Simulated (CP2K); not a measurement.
The system is N.

```
N
1.0
     2.51947    0.00000    0.00000
    -1.25974    2.18193    0.00000
     0.00000    0.00000    2.44600
N
2
Direct
  0.33333 0.66667 0.75000
  0.66667 0.33333 0.25000
```

The real solid is made of molecules; this cell is a model form.

Program: CP2K 2026.2. Alike in all runs: potentials or basis POTENTIAL_UZH N GTH-PBE-q5; TZVP-MOLOPT-PBE-GTH basis; no spin polarisation; cell as given; k mesh 12 × 12 × 11; smearing fermi-dirac 0.05 eV.

Task: Order these runs on this cell by their pressure, lowest first.
A. level PBE
B. level r2SCAN; points a segment of the path (NPOINTS) 10; bands added on the path 6
C. level vdW-DF-cx; cutoff of the non-local correlation (Ry) 300
D. level revPBE
E. level PBEsol; points a segment of the path (NPOINTS) 10; bands added on the path 6

Result: E (1.3 GPa), C (6.1 GPa), B (8.8 GPa), A (11.1 GPa), D (13.9 GPa).

Caveats: the basis of atomic orbitals isn't converged, which shifts pressures, moduli and gaps; the potentials were made for another functional, which shifts forces and pressure (some runs).
